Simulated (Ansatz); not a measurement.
## Relativity in Cs

```xyz
1
Lattice="-3.0225 3.0225 3.0225 3.0225 -3.0225 3.0225 3.0225 3.0225 -3.0225" Properties=species:S:1:pos:R:3 pbc="T T T"
Cs    0.0000    0.0000    0.0000
```

The structure is an experimental refinement, used without relaxation.

One fixed cell is solved with PBE by full-potential LAPW in Ansatz 0.2.0 under different relativistic treatments. Pressure is positive in compression.

Settings: a Γ-centred 9×9×9 k mesh, Fermi–Dirac smearing of 0.05 eV, basis error target 1 meV/atom, no spin polarisation.

| setting | P (GPa) |
| --- | --- |
| scalar-relativistic | 0.12 |
| non-relativistic | ? |
| with spin–orbit coupling | 0.12 |
| scalar-relativistic, point nuclei | 0.12 |
| scalar-relativistic, inner shells corrected to Dirac | 0.12 |

**Question.** Give the missing entry: row "non-relativistic", column "P (GPa)".

**Answer.** 0.25.
